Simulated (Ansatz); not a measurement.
WC:

```
W C
1.0
     0.00000    2.19268    2.19268
     2.19268    0.00000    2.19268
     2.19268    2.19268    0.00000
W C
1 1
Cartesian
  0.0000 0.0000 0.0000
  2.1927 2.1927 2.1927
```

Measurements of this composition are mostly on another form, of space group No. 187.

Base run:

| Quantity | Value |
| --- | --- |
| Program | Ansatz 0.2.0 |
| Functional | LDA |
| Potentials or basis | Ansatz PAW |
| Cutoff | 420 eV (not typed: the program's choice for these potentials) |
| k mesh | 10 × 10 × 10 |
| Occupations | fermi-dirac, width 0.05 eV |
| Spin | no spin polarisation |
| Hubbard terms | W d U = 1 eV |

Its results: band gap on the k mesh none (metal or under the smearing width); pressure -16.0 GPa.

Task: The run is repeated on the same cell with these changes: hubbard terms from W d U = 1 eV to W d U = 4 eV. What comes out?

Result: Band gap on the k mesh none (metal or under the smearing width); pressure -15.6 GPa.

Caveats: U without spin polarisation on a metal has little footing; the PAW data sets come from PBE, with cores solved anew for the run's functional, which leaves a small shift of forces and pressure; the U is typed as a test and isn't derived for this compound.
